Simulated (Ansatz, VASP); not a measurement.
Two plane-wave programs on TlCl

INCAR

```
SYSTEM = TlCl
PREC     = Accurate       ! precision mode
ENCUT    = 520            ! plane-wave cutoff, eV
EDIFF    = 1E-6           ! SCF threshold, eV
ISMEAR   = 1              ! smearing method
SIGMA    = 0.0164         ! smearing width, eV
LREAL    = .False.        ! projectors in reciprocal space
LASPH    = .True.         ! aspherical terms in the spheres
NELM     = 150            ! most SCF steps
ALGO     = Normal         ! electronic algorithm
ISIF     = 2              ! what is computed and relaxed
LWAVE    = .False.        ! write WAVECAR
LCHARG   = .False.        ! write CHGCAR
ISPIN    = 2              ! spin polarisation
MAGMOM   = 0.2 0.2        ! initial moments
LORBIT   = 11             ! projections on sites
GGA      = PE             ! functional
NBANDS   = 21             ! bands
```

The input KPOINTS:

```
Automatic mesh
0
Gamma
  5 5 5
  0 0 0
```

Contents of POSCAR:

```
TlCl
1.0
    3.8947420000      0.0000000000      0.0000000000
    0.0000000000      3.8947420000      0.0000000000
    0.0000000000      0.0000000000      3.8947420000
Tl Cl
1 1
Direct
    0.0000000000      0.0000000000      0.0000000000
    0.5000000000      0.5000000000      0.5000000000
```

Input for Ansatz:

```yaml
crystal:
  lattice:
    - [3.894742, 0.0, 0.0]
    - [0.0, 3.894742, 0.0]
    - [0.0, 0.0, 3.894742]
  atoms:
    - { symbol: Tl, position: [0.0, 0.0, 0.0], spin: 0.2 }
    - { symbol: Cl, position: [0.5, 0.5, 0.5], spin: 0.2 }
  symmetry: { tolerance: 0.0003 }
kpoints:
  mp_grid: { grid: [5, 5, 5], shift: [0, 0, 0] }
magnetization:
  spin_polarized: true
scf:
  occupations: { method: cold, width: 0.0164 }
  initial_density: { chi_scale: 0.1 }
hamiltonian:
  pseudopotentials: { kind: paw }
  xc: pbe
basis:
  ecutwfc: 420
output:
  forces: true
  stress: true
  eigenvalues: true
  write_density: true
  write_potential: true
  elf: true
  volumetric_format: npy
```

Alike in both runs: task single point; functional PBE; k mesh 5 × 5 × 5; collinear spin.

```csv
,VASP,Ansatz
version,VASP 6.6.1,Ansatz 0.2.0
potentials or method,"VASP PAW PBE potentials, release 64 (Tl_d, Cl)",PAW plane waves
plane-wave cutoff (eV),520,420
occupations,"methfessel-paxton of order 1, width 0.0164 eV","cold, width 0.0164 eV"
valence electrons in the cell,20,20
```

VASP gave:

- gap on the k mesh at the Fermi level (eV): 2.94
- pressure (GPa): 0.0
- net moment per atom (μB): 0.00

**Question.** Which values does Ansatz return?

**Answer.** gap on the k mesh at the Fermi level (eV): 2.93; pressure (GPa): 0.1; net moment per atom (μB): 0.00.

Ansatz warned: «seeded_moment_not_kept».

Caveats: spin-orbit coupling is left out, which as a rule narrows the gap of such compounds by several tenths of an eV; an odd mesh through Γ misses points on the zone boundary, where band edges often lie.
